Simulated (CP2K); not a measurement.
**Sb under changes of volume**

One of the cells (31.849 Å³/atom); the others are scaled copies at fixed shape and fractional positions:

```
CELL_PARAMETERS angstrom
4.52770 0.00000 0.00000
0.00000 4.42110 0.00000
-1.32052 0.00000 6.36435
ATOMIC_POSITIONS crystal
Sb 0.33993 0.25000 0.68367
Sb 0.93664 0.75000 0.76276
Sb 0.06336 0.25000 0.23724
Sb 0.66007 0.75000 0.31633
```

This isn't the form of Sb at room conditions, which is rhombohedral.

- Program: CP2K 2026.2
- Functional: PBEsol
- Potentials or basis: POTENTIAL_UZH Sb GTH-PBE-q5; TZVP-MOLOPT-PBE-GTH basis
- Density cutoff: 6123 eV
- k mesh: 6 × 6 × 4
- Occupations: fermi-dirac, width 0.05 eV
- Spin: no spin polarisation

```tsv
volume (Å³/atom)	energy over the lowest point (meV/atom)	pressure (GPa)	largest force (eV/Å)
29.938	18.74	3.5	0.691
30.575	?	?	?
31.212	1.55	1.0	0.415
31.849	0.00	-0.1	0.297
32.486	2.49	-1.1	0.198
33.123	8.63	-2.0	0.138
33.760	18.01	-2.7	0.183
```

Problem. What does the run at 30.575 Å³/atom give?

Solution. Energy over the lowest point 7.61 meV/atom; pressure 2.2 GPa; largest force 0.547 eV/Å.

Worked out: A Birch-Murnaghan fit of order 3 (a polynomial in V^(-2/3)) to the other rows has its minimum at 31.76 Å³/atom with B0 = V·E''(V) = 52 GPa and B' = 4.5 at fixed shape and positions, which overstates the stiffness. It gives 7.62 meV/atom at 30.575 Å³/atom, against the run's 7.61, and -dE/dV = 2.1 GPa, against 2.2.

Energies are extrapolated to zero smearing.

Caveats: the potentials were made for another functional, which shifts forces and pressure; the basis of atomic orbitals isn't converged, which shifts pressures, moduli and gaps.
